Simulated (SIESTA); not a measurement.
Ti:

```
Ti
1.0
     2.95000    0.00000    0.00000
    -1.47500    2.55477    0.00000
     0.00000    0.00000    4.68000
Ti
2
Cartesian
  1.4750 0.8516 3.5100
  0.0000 1.7032 1.1700
```

- Program: SIESTA 5.4.2
- Task: relaxation of cell and atoms
- Functional: PBEsol
- Potentials or basis: PseudoDojo 0.4 standard (PBEsol files)
- Basis: DZP (energy shift 0.003 Ry; two zetas on semicore shells)
- Grid cutoff: 800 Ry
- Energy shift: 0.003 Ry
- k mesh: 8 × 8 × 4
- Occupations: fermi-dirac, width 0.05 eV
- Spin: no spin polarisation

At the start: pressure -5.8 GPa; volume 17.64 Å³/atom.

Q: How do energy, volume and symmetry change on relaxing?

A: Over 8 steps the energy falls by 17.0 meV/atom and the volume is 16.75 Å³/atom (-5.0 %); space group P6_3/mmc (No. 194, to 0.05 Å).

Step by step:
```csv
step,energy change (eV),largest force (eV/Å),pressure (GPa),volume (Å³)
1,0.0000,0.0000,-5.77,35.27
2,-0.0040,0.0000,-5.44,35.16
3,-0.0340,0.0000,0.05,33.48
4,-0.0333,0.0000,-0.77,33.72
5,-0.0337,0.0000,-0.50,33.64
6,-0.0341,0.0000,0.38,33.39
7,-0.0342,0.0000,0.07,33.48
8,-0.0341,0.0000,0.00,33.50
```

Final structure:
```cif
data_structure
_symmetry_space_group_name_H-M 'P 1'
_symmetry_Int_Tables_number 1
_cell_length_a 2.9025
_cell_length_b 2.9025
_cell_length_c 4.5913
_cell_angle_alpha 90.000
_cell_angle_beta 90.000
_cell_angle_gamma 120.000
_cell_volume 33.50
loop_
_atom_site_label
_atom_site_type_symbol
_atom_site_fract_x
_atom_site_fract_y
_atom_site_fract_z
_atom_site_occupancy
Ti1 Ti 0.66666 0.33333 0.75000 1
Ti2 Ti 0.33333 0.66666 0.25000 1
```

Caveat: the basis of atomic orbitals isn't converged, which shifts pressures, moduli and gaps.
